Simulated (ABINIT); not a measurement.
# Sb (P2_1/m) in ABINIT: convergence with pawecutdg

Aim: find how far pawecutdg must go before the results for Sb settle, at PBEsol. This setting moves, with any that are tied to it; all else stays.

Program: ABINIT 10.8.3 (patched build). These are calculated values, not measurements. Logs are shortened: lines on timing, memory, paths and dates and some standing lists are left out, and cuts for length are marked. The log counts tension as positive stress, the text compression.

### 1 Starting point

The structure is monoclinic, space group P2_1/m (No. 11). The conventional cell has a = 3.122 Å, b = 4.348 Å, c = 4.406 Å, α = 90.00°, β = 90.51°, γ = 90.00°. Sb (site symmetry m) is surrounded by 6 Sb at 3.04 to 3.15 Å.

This isn't the form of Sb at room conditions, which is rhombohedral.

### 2 With pawecutdg 15 Ha

Contents of run.abi:

```
# Pseudopotentials
pp_dirpath "./"
pseudos "Sb.GGA_PBE-JTH_sp.xml"

# Structure
acell 5.900484631 8.2156183419 8.3261783872
rprim
     1.0000000000     0.0000000000     0.0000000000
     0.0000000000     1.0000000000     0.0000000000
    -0.0088322263     0.0000000000     0.9999609951
ntypat 1
znucl 51
natom 2
typat 1 1
xcart
     0.0494655872     2.0539045855     2.0079128155
     5.7774803516     6.1617137564     6.3179408102
chkprim 0
chksymtnons 0
tolsym 1.0e-6

# Plane-wave basis
ecut 15.0
pawecutdg 15.0
pawxcdev 0

# k points
kptopt 1
ngkpt 9 6 6
nshiftk 1
shiftk 0.0 0.0 0.0

# Exchange and correlation
ixc -116133

# Bands and occupations
nband 9
occopt 4
tsmear 0.05 eV

# SCF cycle
nstep 100
tolvrs 1.0e-9

# Output
iomode 3
prtwf 0
prtden 0
prteig 0
prtebands 0
enunit 1
```

Potentials or basis: JTH PAW PBE v2.0 sp.

On the command line:

```sh
$ abinit run.abi > log 2>&1
```

Run time: 18 s. Hardware: 1 thread of Arm Neoverse V2, shared host; peak memory 0.1 GiB.

The run converged. Its results:

```
Free energy                                           : -309.0116 eV
Pressure                                              : -2.1 GPa
Largest force                                         : 0.053 eV/Å
Band gap on the k mesh                                : none (metal or under the smearing width)
Valence electrons inside the program's atomic spheres : Sb 2.24 (radii [1.2207] Å)
```

### 3 With pawecutdg 18

Changes to run.abi since step 2:

```diff
@@ -23,3 +23,3 @@
 ecut 15.0
-pawecutdg 15.0
+pawecutdg 18.0
 pawxcdev 0
```

Potentials or basis: JTH PAW PBE v2.0 sp.

On the command line:

```sh
$ abinit run.abi > log 2>&1
```

It took 18 s on 1 thread of Arm Neoverse V2, shared host; peak memory 0.1 GiB.

Results (log left out):

```yaml
Free_energy: -309.0118 eV
Pressure: -2.1 GPa
Largest_force: 0.057 eV/Å
Band_gap_on_the_k_mesh: none (metal or under the smearing width)
Valence_electrons_inside_the_program's_atomic_spheres: Sb 2.24 (radii [1.2207] Å)
```

### 4 With pawecutdg 22.5

Changes to run.abi since step 3:

```diff
@@ -23,3 +23,3 @@
 ecut 15.0
-pawecutdg 18.0
+pawecutdg 22.5
 pawxcdev 0
```

On the command line:

```sh
$ abinit run.abi > log 2>&1
```

Wall time 18 s (1 thread of Arm Neoverse V2, shared host); peak memory 0.1 GiB.

It converged, with:

```yaml
Free_energy: -309.0123 eV
Pressure: -2.1 GPa
Largest_force: 0.055 eV/Å
Band_gap_on_the_k_mesh: none (metal or under the smearing width)
Valence_electrons_inside_the_program's_atomic_spheres: Sb 2.25 (radii [1.2207] Å)
```

### 5 With pawecutdg 27

Changes to run.abi since step 4:

```diff
@@ -23,3 +23,3 @@
 ecut 15.0
-pawecutdg 22.5
+pawecutdg 27.0
 pawxcdev 0
```

On the command line:

```sh
$ abinit run.abi > log 2>&1
```

It took 18 s on 1 thread of Arm Neoverse V2, shared host; peak memory 0.11 GiB.

It converged, with:

```
Free energy                                           : -309.0125 eV
Pressure                                              : -2.1 GPa
Largest force                                         : 0.055 eV/Å
Band gap on the k mesh                                : none (metal or under the smearing width)
Valence electrons inside the program's atomic spheres : Sb 2.25 (radii [1.2207] Å)
```

### 6 With pawecutdg 33

Changes to run.abi since step 5:

```diff
@@ -23,3 +23,3 @@
 ecut 15.0
-pawecutdg 27.0
+pawecutdg 33.0
 pawxcdev 0
```

Potentials or basis: JTH PAW PBE v2.0 sp.

On the command line:

```sh
$ abinit run.abi > log 2>&1
```

It took 18 s on 1 thread of Arm Neoverse V2, shared host; peak memory 0.11 GiB.

The run converged. Its results:

```yaml
Free_energy: -309.0126 eV
Pressure: -2.1 GPa
Largest_force: 0.057 eV/Å
Band_gap_on_the_k_mesh: none (metal or under the smearing width)
Valence_electrons_inside_the_program's_atomic_spheres: Sb 2.24 (radii [1.2207] Å)
```

### 7 With pawecutdg 40.5

Changes to run.abi since step 6:

```diff
@@ -23,3 +23,3 @@
 ecut 15.0
-pawecutdg 33.0
+pawecutdg 40.5
 pawxcdev 0
```

On the command line:

```sh
$ abinit run.abi > log 2>&1
```

Run time: 21 s. Hardware: 1 thread of Arm Neoverse V2, shared host; peak memory 0.12 GiB.

The run converged. Its results:

- Free energy: -309.0127 eV
- Pressure: -2.1 GPa
- Largest force: 0.055 eV/Å
- Band gap on the k mesh: none (metal or under the smearing width)
- Valence electrons inside the program's atomic spheres: Sb 2.25 (radii [1.2207] Å)

### 8 With pawecutdg 49.5

Changes to run.abi since step 7:

```diff
@@ -23,3 +23,3 @@
 ecut 15.0
-pawecutdg 40.5
+pawecutdg 49.5
 pawxcdev 0
```

Potentials or basis: JTH PAW PBE v2.0 sp.

On the command line:

```sh
$ abinit run.abi > log 2>&1
```

run.abo:

```text
.Version 10.8.3 of ABINIT
 Symmetries : space group P2_1/m (# 11); Bravais mP (primitive monocl.)
================================================================================
 Values of the parameters that define the memory need of the present run
     intxc =       0    ionmov =       0      iscf =      17    lmnmax =       8
     lnmax =       4     mgfft =      30  mpssoang =       2    mqgrid =    3001
     natom =       2  nloc_mem =       2    nspden =       1   nspinor =       1
    nsppol =       1      nsym =       4    n1xccc =       1    ntypat =       1
    occopt =       4   xclevel =       2
       mpw =        1132          nfft =       21600          nkpt =         112
 PAW method is used; the additional fine FFT grid is defined by:
   mgfftf=        54    nfftf =    116640
================================================================================
================================================================================

--------------------------------------------------------------------------------
------------- Echo of variables that govern the present computation ------------
--------------------------------------------------------------------------------
 -outvars: echo values of preprocessed input variables --------
            acell      5.9004846310E+00  8.2156183419E+00  8.3261783872E+00 Bohr
              amu      1.21753000E+02
          chkprim           0
      chksymtnons           0
             ecut      1.50000000E+01 Hartree
           enunit           1
                       outvar_i_n : Printing only first  50 k-points.
              ixc     -116133
                       outvar_i_n : Printing only first  50 k-points.
         kptrlatt        9    0    0      0    6    0      0    0    6
          kptrlen      4.92937101E+01
            natom           2
            nband           9
            ngfft          24      30      30
          ngfftdg          40      54      54
             nkpt         112
            nstep         100
             nsym           4
           ntypat           1
                       prtocc : prtvol=0, do not print more k-points.
           occopt           4
        pawecutdg      4.95000000E+01 Hartree
         pawxcdev           0
           prtden           0
        prtebands           0
           prteig           0
            prtwf           0
            rprim      1.0000000000E+00  0.0000000000E+00  0.0000000000E+00
                       0.0000000000E+00  1.0000000000E+00  0.0000000000E+00
                      -8.8322263000E-03  0.0000000000E+00  9.9996099510E-01
          spgroup          11
           tolsym      1.00000000E-06
           tolvrs      1.00000000E-09
           tsmear      1.83746611E-03 Hartree
            typat      1  1
           useylm           1
                       outvars : Printing only first  50 k-points.
           xangst      2.6176061452E-02  1.0868794993E+00  1.0625417027E+00
                       3.0573109364E+00  3.2606384978E+00  3.3433102943E+00
            xcart      4.9465587200E-02  2.0539045855E+00  2.0079128155E+00
                       5.7774803516E+00  6.1617137564E+00  6.3179408102E+00
             xred      1.1388999978E-02  2.5000000000E-01  2.4116600001E-01
                       9.8861099994E-01  7.5000000000E-01  7.5883400002E-01
            znucl       51.00000
[... 105 lines left out ...]

 ----iterations are completed or convergence reached----

 Mean square residual over all n,k,spin=   14.620E-07; max=  29.487E-05
 reduced coordinates (array xred) for    2 atoms
       0.011388999978      0.250000000000      0.241166000008
       0.988610999943      0.750000000000      0.758834000023
 rms dE/dt=  4.8302E-03; max dE/dt=  7.5470E-03; dE/dt below (all hartree)
    1       0.003610262502      0.000000000000     -0.007547024683
    2      -0.003610262502      0.000000000000      0.007547024683

 cartesian coordinates (angstrom) at end:
    1      0.02617606145242     1.08687949926519     1.06254170272184
    2      3.05731093643246     3.26063849779557     3.34331029432374

 cartesian forces (hartree/bohr) at end:
    1     -0.00061185864008    -0.00000000000000     0.00090105228083
    2      0.00061185864008    -0.00000000000000    -0.00090105228083
 frms,max,avg= 6.2882595E-04 9.0105228E-04   0.000E+00  0.000E+00  0.000E+00 h/b

 cartesian forces (eV/Angstrom) at end:
    1     -0.03146303629769    -0.00000000000000     0.04633397121580
    2      0.03146303629769    -0.00000000000000    -0.04633397121580
 frms,max,avg= 3.2335530E-02 4.6333971E-02   0.000E+00  0.000E+00  0.000E+00 e/A
 length scales=  5.900484631000  8.215618341900  8.326178387200 bohr
              =  3.122401997890  4.347517997061  4.406023853430 angstroms
 Fermi (or HOMO) energy (eV) = -18.46002   Average Vxc (eV)=  -9.80417
 Eigenvalues (   eV  ) for nkpt= 112  k points:
 kpt#   1, nband=  9, wtk=  0.00309, kpt=  0.0000  0.0000  0.0000 (reduced coord)
 -31.01044  -25.97931  -22.15912  -22.02502  -16.47886  -15.39024  -15.15799  -15.02319
 -11.64287
 prteigrs : prtvol=0 or 1, do not print more k-points.

--- !EnergyTerms
iteration_state     : {dtset: 1, }
comment             : Components of total free energy in Hartree
kinetic             :  3.29202652567406E+00
hartree             :  3.74907436702528E-01
xc                  : -8.01724525469345E+00
Ewald energy        : -1.20888330686789E+01
psp_core            :  9.23179260409215E+00
local_psp           :  4.94942848695486E-01
PAW spherical_terms : -4.64358931206924E+00
internal            : -1.13559982202773E+01
'-kT*entropy'       : -1.47580155448520E-05
total_energy        : -1.13560129782929E+01
total_energy_eV     : -3.09012855366700E+02
...

--- !EnergyTermsDC
iteration_state     : {dtset: 1, }
comment             : '"Double-counting" decomposition of free energy'
band_energy         : -8.74753192646708E+00
Ewald energy        : -1.20888330686789E+01
psp_core            :  9.23179260409215E+00
xc_dc               : -3.76435706331816E+00
PAW spherical_terms :  4.01293708625355E+00
internal            : -1.13559923681184E+01
'-kT*entropy'       : -1.47580155448520E-05
total_energy_dc     : -1.13560071261339E+01
total_energy_dc_eV  : -3.09012696121343E+02
...

--- !EnergyTermsWithPAWCore
iteration_state     : {dtset: 1, }
comment             : 'Components of total free energy, including PAW core contributions'
Total energy        : -1.29576079124058E+04
Total energy DC     : -1.29576079065536E+04
Total energy (eV)   : -3.52594473728453E+05
Total energy DC (eV): -3.52594473569208E+05
...

 Cartesian components of stress tensor (hartree/bohr^3)
  sigma(1 1)=  6.43065550E-05  sigma(3 2)=  0.00000000E+00
  sigma(2 2)=  8.13512503E-05  sigma(3 1)= -1.82500105E-06
  sigma(3 3)=  7.05027309E-05  sigma(2 1)=  0.00000000E+00

-Cartesian components of stress tensor (GPa)         [Pressure= -2.1199E+00 GPa]
- sigma(1 1)=  1.89196417E+00  sigma(3 2)=  0.00000000E+00
- sigma(2 2)=  2.39343642E+00  sigma(3 1)= -5.36933846E-02
- sigma(3 3)=  2.07426196E+00  sigma(2 1)=  0.00000000E+00

== END DATASET(S) ==============================================================
================================================================================

 -outvars: echo values of variables after computation  --------
            acell      5.9004846310E+00  8.2156183419E+00  8.3261783872E+00 Bohr
           etotal     -1.1356007126E+01
            fcart     -6.1185864008E-04 -0.0000000000E+00  9.0105228083E-04
                       6.1185864008E-04 -0.0000000000E+00 -9.0105228083E-04
            rprim      1.0000000000E+00  0.0000000000E+00  0.0000000000E+00
                       0.0000000000E+00  1.0000000000E+00  0.0000000000E+00
                      -8.8322263000E-03  0.0000000000E+00  9.9996099510E-01
           strten      6.4306554960E-05  8.1351250261E-05  7.0502730875E-05
                       0.0000000000E+00 -1.8250010493E-06  0.0000000000E+00
           xangst      2.6176061452E-02  1.0868794993E+00  1.0625417027E+00
                       3.0573109364E+00  3.2606384978E+00  3.3433102943E+00
             xred      1.1388999978E-02  2.5000000000E-01  2.4116600001E-01
                       9.8861099994E-01  7.5000000000E-01  7.5883400002E-01
 Calculation completed.
```

Wall time 21 s (1 thread of Arm Neoverse V2, shared host); peak memory 0.11 GiB.

Results:

| Quantity | Value |
| --- | --- |
| Free energy | -309.0127 eV |
| Pressure | -2.1 GPa |
| Largest force | 0.056 eV/Å |
| Band gap on the k mesh | none (metal or under the smearing width) |
| Valence electrons inside the program's atomic spheres | Sb 2.24 (radii [1.2207] Å) |

### 9 The series at a glance

```
pawecutdg  energy less the tightest run (meV/atom)  largest force (eV/Å)  SCF cycles  CPU time (s)  peak memory (GiB)
    15 Ha                                     0.55                 0.053           7            18                0.1
       18                                     0.42                 0.057           7            18                0.1
     22.5                                     0.20                 0.055           7            18                0.1
       27                                     0.09                 0.055           7            18               0.11
       33                                     0.03                 0.057           7            18               0.11
     40.5                                    -0.02                 0.055           8            21               0.12
     49.5                                     0.00                 0.056           8            21               0.11
```

Against the tightest run, the energy stays within 1 meV/atom from 15 Ha on; the largest force stays within 0.005 eV/Å from 15 Ha on. The tightest run that finished is the yardstick and may itself not be fully converged.

Caveats: the PAW data sets were made with another functional, which shifts forces and pressure a little; this set keeps more shells in the core, which shifts pressures and gaps.
